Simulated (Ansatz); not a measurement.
CuO:

```xyz
4
Lattice="2.8795 0.0000 0.0000 0.0391 2.8793 0.0000 0.0175 0.0172 5.1763" Properties=species:S:1:pos:R:3 pbc="T T T"
Cu    0.0195    1.4396    0.0000
Cu    1.4485    0.0086    2.5882
O     2.8881    0.0177    3.8817
O     0.0479    2.8788    1.2947
```

The cell comes from a database or a generator and needn't be the stable form of this composition.

| Quantity | Value |
| --- | --- |
| Program | Ansatz 0.2.0 |
| Task | relaxation of cell and atoms |
| Functional | PBE |
| Potentials or basis | Ansatz PAW |
| Cutoff | 420 eV (not typed: the program's choice for these potentials) |
| k mesh | 9 × 9 × 5 |
| Occupations | fermi-dirac, width 0.05 eV |
| Spin | no spin polarisation |

At the start: volume 10.73 Å³/atom.

Problem. Where does the relaxation end?

Solution. It ends after 8 steps and the volume is 11.20 Å³/atom (+4.4 %); space group P4_2/mmc (No. 131, to 0.05 Å).

Step by step:
```
step  energy change (eV)  largest force (eV/Å)  volume (Å³)
   1              0.0000                0.0116        42.92
   2             -0.0246                0.0084        43.84
   3             -0.0291                0.0045        44.63
   4             -0.0289                0.0031        44.68
   5             -0.0381                0.0032        44.68
   6             -0.0379                0.0004        44.79
   7             -0.0378                0.0001        44.80
   8             -0.0384                0.0001        44.80
```

Final structure:
```
Cu O
1.0
     2.94972   -0.01622   -0.00408
     0.02381    2.94964   -0.00406
     0.01050    0.01037    5.14878
Cu O
2 2
Direct
  0.00000 0.50000 0.00000
  0.50000 0.00000 0.50000
  0.99977 0.00023 0.75000
  0.00023 0.99977 0.25000
```

Caveat: the plane-wave basis is chosen anew once the cell has moved, so the energies of steps on either side of that aren't comparable; the pressure holds a Pulay correction of +0.6 GPa for the finite cutoff; the run has no spin polarisation, though such a crystal can be magnetic.
